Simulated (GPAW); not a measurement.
Crystal: Mg.

```
Mg
1.0
     3.20930    0.00000    0.00000
    -1.60465    2.77934    0.00000
     0.00000    0.00000    5.21030
Mg
2
Direct
  0.66667 0.33333 0.75000
  0.33333 0.66667 0.25000
```

| Quantity | Value |
| --- | --- |
| Program | GPAW 26.7.0 |
| Task | relaxation of cell and atoms |
| Functional | PBE |
| Dispersion | D3 |
| Potentials or basis | GPAW PAW data sets (gpaw-data 1.2.1) |
| Cutoff | 800 eV |
| Basis | pw |
| k mesh | 7 × 7 × 4 |
| Occupations | fermi-dirac, width 0.05 eV |
| Spin | no spin polarisation |

At the start: pressure -1.5 GPa; volume 23.24 Å³/atom.

Task: How do energy, volume and symmetry change on relaxing?

Result: Over 8 steps the energy falls by 11.5 meV/atom and the volume is 22.27 Å³/atom (-4.2 %); space group P6_3/mmc (No. 194, to 0.05 Å).

The path:
| step | energy change (eV) | largest force (eV/Å) | pressure (GPa) | volume (Å³) |
| --- | --- | --- | --- | --- |
| 1 | 0.0000 | 0.0000 | -1.49 | 46.47 |
| 2 | -0.0035 | 0.0000 | -1.36 | 46.26 |
| 3 | -0.0200 | 0.0001 | 0.49 | 43.83 |
| 4 | -0.0203 | 0.0000 | 0.34 | 44.00 |
| 5 | -0.0209 | 0.0001 | 0.12 | 44.27 |
| 6 | -0.0223 | 0.0000 | -0.11 | 44.60 |
| 7 | -0.0230 | 0.0000 | -0.14 | 44.68 |
| 8 | -0.0230 | 0.0000 | -0.05 | 44.54 |

Final structure:
```yaml
crystal:
  lattice:
    - [3.11047, 0.00000, 0.00000]
    - [-1.55524, 2.69375, 0.00000]
    - [0.00000, 0.00000, 5.31634]
  atoms:
    - { symbol: Mg, position: [0.66667, 0.33333, 0.75000] }
    - { symbol: Mg, position: [0.33333, 0.66667, 0.25000] }
```

Caveat: later steps reuse the first step's grids; pairwise dispersion overbinds metals, which lowers pressure and volume.
